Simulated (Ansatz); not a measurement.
A run of Ansatz 0.2.0 is set up as follows.

Contents of input.yaml:

```yaml
crystal:
  lattice:
    - [4.19134, 0.0, 0.0]
    - [0.0, 4.19134, 0.0]
    - [0.0, 0.0, 4.19134]
  atoms:
    - { symbol: Ba, position: [0.0, 0.0, 0.0] }
    - { symbol: Zr, position: [0.5, 0.5, 0.5] }
    - { symbol: O, position: [0.5, 0.5, 0.0] }
    - { symbol: O, position: [0.5, 0.0, 0.5] }
    - { symbol: O, position: [0.0, 0.5, 0.5] }
hamiltonian:
  xc: r2scan
  pseudopotentials: { kind: paw }
kpoints:
  mp_grid: { grid: [6, 6, 6] }
scf:
  occupations: { method: fermi_dirac, width: 0.05 }
output:
  forces: true
  stress: true
  eigenvalues: true
relax:
  f_tol: 0.01
  max_steps: 40
  cell: { stress_tol: 0.05 }
```

Potentials or basis: Ansatz PAW.

The run is started by

```console
$ ansatz run input.yaml --threads 2 --pin off --max-ram 5632MiB --backend cpu --events-out ev --progress --plain --runs-dir out
```

(1) Predict the relaxed cell.

(2) Predict the space group after relaxing (to 0.05 Å).

(3) What does it give for the band gap on the k mesh?

(4) What does it give for the relaxed volume?

Answers

(1) a = 4.205 Å, b = 4.205 Å, c = 4.205 Å, α = 90.00°, β = 90.00°, γ = 90.00°.

(2) Pm-3m (No. 221).

(3) 3.73 eV, indirect (least direct gap 3.96 eV).

(4) 14.87 Å³/atom.

Caveat: the plane-wave basis is chosen anew once the cell has moved, so the energies of steps on either side of that aren't comparable; spin-orbit coupling is left out, which moves the levels of the heavy elements; the PAW data sets come from PBE, with cores solved anew for the run's functional, which leaves a small shift of forces and pressure.
